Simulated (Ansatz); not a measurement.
The system is Ir.

```
Ir
1.0
     0.00000    1.91560    1.91560
     1.91560    0.00000    1.91560
     1.91560    1.91560    0.00000
Ir
1
Direct
  0.00000 0.00000 0.00000
```

* Program: Ansatz 0.2.0
* Task: relaxation of cell and atoms
* Functional: RPBE
* Potentials or basis: all-electron LAPW, scalar-relativistic
* Basis error allowed: 0.001 eV/atom
* k mesh: 12 × 12 × 12
* Occupations: fermi-dirac, width 0.05 eV
* Spin: no spin polarisation

At the start: volume 14.06 Å³/atom.

Question: Where does the relaxation end?

Answer: Over 5 steps the energy falls by 27.3 meV/atom and the volume is 14.65 Å³/atom (+4.2 %); space group Fm-3m (No. 225, to 0.05 Å).

The path:
```
step  energy change (eV)  largest force (eV/Å)  volume (Å³)
   1              0.0000                0.0000        14.06
   2             -0.0268                0.0000        14.74
   3             -0.0273                0.0000        14.66
   4             -0.0273                0.0000        14.65
   5             -0.0273                0.0000        14.65
```

Final structure:
```
Ir
1.0
     0.00000    1.94228    1.94228
     1.94228    0.00000    1.94228
     1.94228    1.94228    0.00000
Ir
1
Direct
  0.00000 0.00000 0.00000
```
